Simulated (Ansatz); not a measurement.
# HfN (P6_3/mmc) in Ansatz: a series of runs

Runs on HfN. Level: LDA. Tasks: band structure, single point, equation of state.

All numbers are computed with Ansatz 0.2.0; they aren't measurements. Logs are shortened: lines on timing, memory, paths and dates and some standing lists are left out, and cuts for length are marked.

## 1. The structure

It takes space group P6_3/mmc (No. 194, hexagonal). The conventional cell has a = 3.134 Å, b = 3.134 Å, c = 5.417 Å, α = 90.00°, β = 90.00°, γ = 120.00°. Hf (site symmetry -6m2) has 6 N at 2.26 Å as nearest neighbours. N (site symmetry -3m) is surrounded by 6 Hf at 2.26 Å.

The cell comes from a database or a generator and needn't be the stable form of this composition.

## 2. Band structure, LDA

Input file input.yaml:

```yaml
crystal:
  lattice:
    - [3.1339080219, 0.0, 0.0]
    - [-1.566954011, 2.7140439601, 0.0]
    - [0.0, 0.0, 5.41676772]
  atoms:
    - { symbol: Hf, position: [0.3333333333, 0.6666666667, 0.25] }
    - { symbol: Hf, position: [0.6666666667, 0.3333333333, 0.75] }
    - { symbol: "N", position: [0.0, 0.0, 0.5] }
    - { symbol: "N", position: [0.0, 0.0, 0.0] }
hamiltonian:
  xc: lda
  pseudopotentials: { kind: paw }
kpoints:
  mp_grid: { grid: [10, 10, 5] }
  band_path:
    path:
      - [[0.0, 0.0, 0.0], [0.5, 0.0, 0.0], [0.3333333333, 0.3333333333, 0.0], [0.0, 0.0, 0.0], [0.0, 0.0, 0.5], [0.5, 0.0, 0.5], [0.3333333333, 0.3333333333, 0.5], [0.0, 0.0, 0.5]]
      - [[0.5, 0.0, 0.5], [0.5, 0.0, 0.0]]
      - [[0.3333333333, 0.3333333333, 0.0], [0.3333333333, 0.3333333333, 0.5]]
    npoints: 14
scf:
  occupations: { method: fermi_dirac, width: 0.05 }
  n_extra_bands: 10
output:
  forces: true
  stress: true
  eigenvalues: true
  fatbands: true
```

Potentials or basis: Ansatz PAW.

Launch:

```sh
$ ansatz run input.yaml --threads 2 --pin off --max-ram 5632MiB --backend cpu --events-out ev --progress --plain --runs-dir out
```

Output:

```text
Warning: RAYON_NUM_THREADS=2 ignored (pool sized by the plan → 2); use --threads N
scf.n_extra_bands = 10 over 31 filled bands (N_el = 62.0): the run solves 41 bands
Engine: ansatz 0.2.0, x86_64-unknown-linux-gnu
Pseudopotentials: kind: paw
Pseudopotential: Hf, paw, valence charge 26, recommended cutoff 420 eV (normal), Hf.paw.azcp
Pseudopotential: N, paw, valence charge 5, recommended cutoff 420 eV (normal), N.paw.azcp
Functional definition: SPW92
  exchange = slater_x
  correlation = pw_c
Crystal: 4 atoms, lattice volume = 46.073 Å³
Basis set: ecut = 420 eV, 895 PW (Γ)
Bands: 41, of which v1, the nominal top of the filled ones, is band 31 counted from 1 (30 counted from 0)
Symmetry: 24 space group operations
Space group: P63/mmc (ITA 194), of the structure as read, at distance tolerance 3.6e-5 Å
k-points: 42 of 500
Non-local potential: Hf, projectors of the file, l = 0: 3, l = 1: 2, l = 2: 2, l = 3: 3
Non-local potential: N, projectors of the file, l = 0: 2, l = 1: 2, l = 2: 1
PAW form: soft (Blöchl's): semilocal exchange-correlation on the pseudo side does not see the compensation charge
PAW frozen core: Hf, regenerated for the run's functional, and the local potential with it (the file was generated under x = pbe(κ = 0.804, μ = 0.2195149727645171), c = pbe(β = 0.06672455060314922))
PAW frozen core: N, regenerated for the run's functional, and the local potential with it (the file was generated under x = pbe(κ = 0.804, μ = 0.2195149727645171), c = pbe(β = 0.06672455060314922))
PAW one-centre angular grid: Hf, 590 points (default); XC on 64 Gauss nodes
PAW one-centre angular grid: N, 110 points (default); XC on 64 Gauss nodes
Initial density: superposition of atomic densities (neutral atoms: chi_scale 0, normalization atom), corrected by the library's trained network
Initial wavefunctions: pseudopotential atomic-orbital guess
Functional: x = slater, c = lda
SCF iter   1: F=—  HF=-31709.138819 eV  |F-HF|=—  |Δ(HF+E_count)|=         —  Δρ=7.89e-3  dr2=2.27e-2  ethr=1.77e-3  ⟨swp⟩=5.3  Hψ=5773  notcnv=0  defer=34
preconditioner: auto → Kerker (q_TF=auto, 2.867 Å⁻¹)  [metal: Δε(μ)=0.053 eV  Ē_g=19.323 eV  σ=0.050 eV  W_gap=0.26  n_scr=22 (ndim 8)  ℏωp=41.7 eV  f_vac=0.000  D(μ)=1.52/eV (n_scr^D=10)]
SCF iter   2: F=—  HF=-31709.134239 eV  |F-HF|=—  |Δ(HF+E_count)|=   4.58e-3  Δρ=3.95e-3  dr2=4.62e-3  ethr=3.66e-5  ⟨swp⟩=2.5  Hψ=2781  notcnv=0  defer=65
SCF iter   3: F=—  HF=-31709.133426 eV  |F-HF|=—  |Δ(HF+E_count)|=   8.13e-4  Δρ=1.59e-3  dr2=1.15e-3  ethr=7.45e-6  ⟨swp⟩=2.0  Hψ=2245  notcnv=0  defer=65
SCF iter   4: F=—  HF=-31709.132978 eV  |F-HF|=—  |Δ(HF+E_count)|=   4.47e-4  Δρ=6.44e-4  dr2=2.12e-4  ethr=1.85e-6  ⟨swp⟩=2.0  Hψ=2932  notcnv=0  defer=65
SCF iter   5: F=—  HF=-31709.132915 eV  |F-HF|=—  |Δ(HF+E_count)|=   6.32e-5  Δρ=2.44e-4  dr2=2.68e-5  ethr=3.41e-7  ⟨swp⟩=2.0  Hψ=2575  notcnv=0  defer=65
SCF iter   6: F=—  HF=-31709.132901 eV  |F-HF|=—  |Δ(HF+E_count)|=   1.44e-5  Δρ=4.17e-5  dr2=5.74e-7  ethr=4.32e-8  ⟨swp⟩=2.0  Hψ=2721  notcnv=0  defer=65
SCF iter   7: F=-31709.132901 eV  HF=-31709.132901 eV  |F-HF|=7.30e-8  |Δ(HF+E_count)|=   3.65e-8  Δρ=8.51e-6  dr2=3.48e-8  ethr=1.61e-10  ⟨swp⟩=10.1  Hψ=8654  notcnv=0
SCF 1 converged in 7 iterations: F = -31709.132901 eV  dr2 = 3.48e-8
NSCF: frozen V_eff on 129 k-points
SCF converged after 7 iterations
Free energy (F): -31709.132901 eV
Harris-Foulkes:  -31709.132901 eV  (|F-HF|=7.30e-8)
Internal energy: -31709.120834 eV  (E = F + TS)
E sigma→0 (E₀):  -31709.126867 eV
Entropy (-TS):   -0.012067 eV (-3.017 meV/atom)
Fermi energy:    23.123984 eV
--- Per-component energies (eV) ---
  E_band       = 341.358173
  E_kinetic    = 1113.376075
  E_local      = -9471.330448  (includes V_loc(G=0)·N_el)
  E_nonlocal   = -2371.051403
  E_hartree    = 4484.676009
  E_xc         = -716.979267
  E_vxc        = -689.226919  (∫ρ·V_xc dr)
  E_paw        = -13607.460537  (= ΣΔE_a)
  E_vpaw       = 2790.240693  (= ΣTr[D̂ρ^β])
  E_aug_tail   = 0.000184  (compensation charges beyond the density's cutoff)
  E_ewald      = -11145.426019
  E_core_change = 5.074573  (= ΣΔE_core)
  E_smearing   = -0.012067  (= −TS)
  E_closure    = -0.000000  (closes the sum)
  Σ components = -31709.132901   (vs F -31709.132901, Δ=0.00e0)
--- Forces (eV/Å), atoms counted from 1 ---
  atom   1  Hf     0.00000000     0.00000000     0.00000000
  atom   2  Hf    -0.00000000    -0.00000000     0.00000000
  atom   3  N      0.00000000    -0.00000000    -0.00000000
  atom   4  N      0.00000000     0.00000000     0.00000000
  max |Σ_I F_I| component: 3.70e-17 eV/Å
--- Stress (GPa, compression-positive) ---
       -8.710540       0.000000       0.000000
       -0.000000      -8.710540       0.000000
        0.000000       0.000000      -9.432204
  P = ⅓ Tr σ = -8.9511 GPa (-89.511 kbar)
--- Band table (eV; the first three rows and the last of 42) ---
  k-point 0: bands = ["-39.2296", "-39.1810", "-8.5986", "-7.7291", "-7.6314", "-7.6314", "-7.5702", "-7.5702", "6.1126", "9.0329", "10.7806", "10.7827", "10.7931", "10.7931", "10.8419", "10.8526", "10.8526", "10.8543", "10.8543", "10.8743", "10.8743", "10.9241", "10.9260", "10.9769", "14.4772", "18.3337", "18.3337", "19.5509", "19.5509", "21.3962", "22.3897", "23.7233", "23.7233", "24.2641", "24.8355", "24.8355", "25.1298", "28.6153", "28.6153", "30.5167", "30.5216"]
  k-point 1: bands = ["-39.2250", "-39.1857", "-8.5220", "-7.8195", "-7.6255", "-7.6255", "-7.5760", "-7.5760", "6.3409", "8.6586", "10.7877", "10.7914", "10.7938", "10.7938", "10.8367", "10.8367", "10.8432", "10.8618", "10.8618", "10.8834", "10.8834", "10.9243", "10.9258", "10.9324", "15.0284", "18.3794", "18.3794", "19.3207", "19.3207", "19.9503", "23.4162", "24.2122", "24.2122", "24.7418", "25.1700", "25.1908", "25.1908", "28.1599", "28.1599", "28.8031", "29.6582"]
  k-point 2: bands = ["-39.2129", "-39.1979", "-8.3156", "-8.0478", "-7.6103", "-7.6103", "-7.5913", "-7.5913", "6.9665", "7.8281", "10.7999", "10.7999", "10.8005", "10.8051", "10.8150", "10.8150", "10.8485", "10.8738", "10.8766", "10.8766", "10.8863", "10.8863", "10.9248", "10.9254", "16.3580", "18.0735", "18.5516", "18.5516", "18.8902", "18.8902", "24.4491", "25.1089", "25.3382", "25.3382", "25.6600", "26.0016", "26.0016", "26.8546", "27.2317", "27.2317", "28.0451"]
  k-point 41: bands = ["-39.1489", "-39.1470", "-8.3362", "-8.3076", "-8.1736", "-8.1243", "-7.8357", "-7.8118", "8.1278", "8.2498", "10.8285", "10.8286", "10.8381", "10.8395", "10.8429", "10.8517", "10.8526", "10.8601", "10.8639", "10.8694", "10.8891", "10.8919", "10.9322", "10.9699", "15.8967", "16.0598", "17.6987", "18.4583", "18.5832", "18.7515", "23.1430", "23.6789", "26.1258", "26.5246", "28.5942", "28.8508", "28.9161", "28.9812", "29.7372", "29.9826", "33.1362"]
```

bands.tsv:

```text
# k_distance	band_0	band_1	band_2	band_3	band_4	band_5	band_6	band_7	band_8	band_9	band_10	band_11	band_12	band_13	band_14	band_15	band_16	band_17	band_18	band_19	band_20	band_21	band_22	band_23	band_24	band_25	band_26	band_27	band_28	band_29	band_30	band_31	band_32	band_33	band_34	band_35	band_36	band_37	band_38	band_39	band_40
[... 149 lines left out ...]
8.064799	-62.271013	-62.271013	-31.392569	-31.392569	-31.352033	-31.352033	-30.936749	-30.936749	-14.918280	-14.918280	-12.291422	-12.291422	-12.289275	-12.289275	-12.278242	-12.278242	-12.264591	-12.264591	-12.261112	-12.261112	-12.229348	-12.229348	-12.169732	-12.169732	-7.263881	-7.263881	-5.022383	-5.022383	-4.387354	-4.387354	0.463195	0.463195	2.922741	2.922741	5.724749	5.724749	6.028587	6.028587	6.492455	6.492455	10.233670
```

Run time: 6 s. Hardware: 2 threads of AMD EPYC 7R13 (Zen 3), shared host; peak memory 0.42 GiB.

What came out:

```yaml
Free_energy: -31709.1329 eV
Pressure: -9.0 GPa
Band_gap_on_the_k_mesh: none (metal or under the smearing width)
```

Levels at the corners of the path, in eV from the Fermi level:
| point | band 27 | band 28 | band 29 | band 30 | band 31 | band 32 | band 33 | band 34 | band 35 | band 36 |
| --- | --- | --- | --- | --- | --- | --- | --- | --- | --- | --- |
| Γ | -4.79 | -3.57 | -3.57 | -1.73 | -0.73 | 0.60 | 0.60 | 1.14 | 1.71 | 1.71 |
| M | -5.83 | -5.55 | -3.26 | -2.86 | -2.45 | 2.37 | 2.72 | 4.31 | 4.51 | 5.37 |
| K | -6.03 | -5.92 | -5.92 | -3.33 | 0.06 | 0.06 | 4.16 | 4.16 | 4.23 | 4.68 |
| Γ | -4.79 | -3.57 | -3.57 | -1.73 | -0.73 | 0.60 | 0.60 | 1.14 | 1.71 | 1.71 |
| A | -4.42 | -4.42 | -4.42 | -4.42 | 1.75 | 1.75 | 2.78 | 2.78 | 2.78 | 2.78 |
| L | -5.53 | -5.53 | -4.51 | -4.51 | -0.30 | -0.30 | 4.62 | 4.62 | 4.66 | 4.66 |
| H | -5.02 | -5.02 | -4.39 | -4.39 | 0.46 | 0.46 | 2.92 | 2.92 | 5.72 | 5.72 |
| A | -4.42 | -4.42 | -4.42 | -4.42 | 1.75 | 1.75 | 2.78 | 2.78 | 2.78 | 2.78 |
| L | -5.53 | -5.53 | -4.51 | -4.51 | -0.30 | -0.30 | 4.62 | 4.62 | 4.66 | 4.66 |
| M | -5.83 | -5.55 | -3.26 | -2.86 | -2.45 | 2.37 | 2.72 | 4.31 | 4.51 | 5.37 |
| K | -6.03 | -5.92 | -5.92 | -3.33 | 0.06 | 0.06 | 4.16 | 4.16 | 4.23 | 4.68 |
| H | -5.02 | -5.02 | -4.39 | -4.39 | 0.46 | 0.46 | 2.92 | 2.92 | 5.72 | 5.72 |

Caveat: the pressure holds a Pulay correction of +0.6 GPa for the finite cutoff; spin-orbit coupling is left out, which moves the levels of the heavy elements; the PAW data sets come from PBE, with cores solved anew for the run's functional, which leaves a small shift of forces and pressure.

(Continued in part 2 of 2.)
